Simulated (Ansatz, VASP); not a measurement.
## MgO in VASP and in Ansatz

```
Mg O
1.0
     2.99528    0.00000    0.00000
    -1.49764    2.59399    0.00000
     0.00000    0.00000    2.97308
Mg O
1 1
Direct
  0.00000 0.00000 0.00000
  0.33333 0.66667 0.50000
```

Alike in both runs: task single point; functional PBE; k mesh 12 × 12 × 10; occupations gaussian, width 0.02 eV; no spin polarisation.

```csv
,VASP,Ansatz
version,VASP 6.6.1,Ansatz 0.2.0
potentials or method,"VASP PAW PBE potentials, release 64 (Mg, O)","scalar-relativistic, plane waves, PAW"
plane-wave cutoff (eV),520,420
valence electrons in the cell,8,16
```

```csv
,VASP,Ansatz,Ansatz less VASP
gap on the k mesh at the Fermi level (eV),1.49,1.51,+0.026
least direct gap on the mesh (eV),1.78,1.81,+0.022
pressure (GPa),-15.8,-15.3,+0.54
largest component of the traceless stress (GPa),25.93,25.80,-0.130
```

The functional is the same, so the differences come from potentials, cutoffs and numerics. The two sets of potentials don't hold the same shells in valence.

Caveats: so large a pressure means that the cell lies far from this level's equilibrium, or that cutoff or potentials fall short (VASP). A k mesh can miss the band edges.
